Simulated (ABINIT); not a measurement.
Input of an ABINIT 10.8.3 (patched build) run:

The input run.abi:

```
# Datasets: one volume each
ndtset 7
getwfk -1
scalecart1 3*0.9795861087
scalecart2 3*0.9864848297
scalecart3 3*0.9932883884
scalecart4 3*1.0000000000
scalecart5 3*1.0066227096
scalecart6 3*1.0131594038
scalecart7 3*1.0196128224

# Pseudopotentials
pp_dirpath "./"
pseudos "Al.LDA_PW-JTH.xml, N.LDA_PW-JTH.xml"

# Structure
acell 3.0886333121 3.0886333121 3.0886333121 Angstrom
rprim
     0.0000000000     0.7071067812     0.7071067812
     0.7071067812     0.0000000000     0.7071067812
     0.7071067812     0.7071067812     0.0000000000
ntypat 2
znucl 13 7
natom 2
typat 1 2
xred
     0.0000000000     0.0000000000     0.0000000000
     0.2500000000     0.2500000000     0.2500000000

# Plane-wave basis
ecut 25.0
pawecutdg 47.0

# k points
kptopt 1
ngkpt 10 10 10
nshiftk 1
shiftk 0.0 0.0 0.0

# Exchange and correlation
ixc 1

# Bands and occupations
nband 8
occopt 3
tsmear 0.05 eV

# SCF cycle
nstep 100
tolvrs 1.0e-9

# Output
iomode 3
prtwf 1
prtden 0
prteig 0
prtebands 0
```

Potentials or basis: JTH PAW LDA v2.0.

Command:

```sh
$ abinit run.abi > log 2>&1
```

Question: What does it give for the bulk modulus?

Answer: 210 GPa.

Question: Estimate the pressure derivative of the bulk modulus.

Answer: 3.7.

Question: Predict the equilibrium volume.

Answer: 10.23 Å³/atom.

Energy against volume, from the lowest point:
| volume (Å³/atom) | energy (meV/atom) |
| --- | --- |
| 9.792 | 12.83 |
| 10.001 | 3.30 |
| 10.209 | 0.00 |
| 10.417 | 2.19 |
| 10.626 | 9.60 |
| 10.834 | 21.62 |
| 11.042 | 37.83 |

Caveat: the cutoff is too short for stress, so the log's stress isn't used; pressures at fixed basis lie under the slope of the energies.
